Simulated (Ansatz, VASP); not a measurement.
Sb in VASP and in Ansatz

```
Sb
1.0
     4.58728    0.00000    0.00000
     0.00000    4.47928    0.00000
    -1.33790    0.00000    6.44810
Sb
4
Direct
  0.33993 0.25000 0.68367
  0.93664 0.75000 0.76276
  0.06336 0.25000 0.23724
  0.66007 0.75000 0.31633
```

Change from the starting cell: volume scaled by 1.04.

Alike in both runs: task single point; functional PBE; k mesh 6 × 6 × 4; occupations fermi-dirac, width 0.05 eV; no spin polarisation.

|  | VASP | Ansatz |
| --- | --- | --- |
| version | VASP 6.6.1 | Ansatz 0.2.0 |
| potentials or method | VASP PAW PBE potentials, release 64 (Sb) | Ansatz PAW |
| plane-wave cutoff (eV) | 520 | 420 |
| valence electrons in the cell | 20 | 60 |

VASP gave:

| Quantity | Value |
| --- | --- |
| gap on the k mesh at the Fermi level (eV) | none |
| pressure (GPa) | -1.6 |
| largest component of the traceless stress (GPa) | 0.60 |
| rms of the force components (eV/Å) | 0.131 |

**Question.** What did Ansatz give for the same quantities?

**Answer.** gap on the k mesh at the Fermi level (eV): none; pressure (GPa): -1.6; largest component of the traceless stress (GPa): 0.59; rms of the force components (eV/Å): 0.145.

Atom by atom the forces differ by 0.015 eV/Å (rms over components). A gap of «none» marks a metal or a gap that the smearing closes. The two sets of potentials don't hold the same shells in valence.

The runs have no spin-orbit coupling, so splittings on Sb are missing.
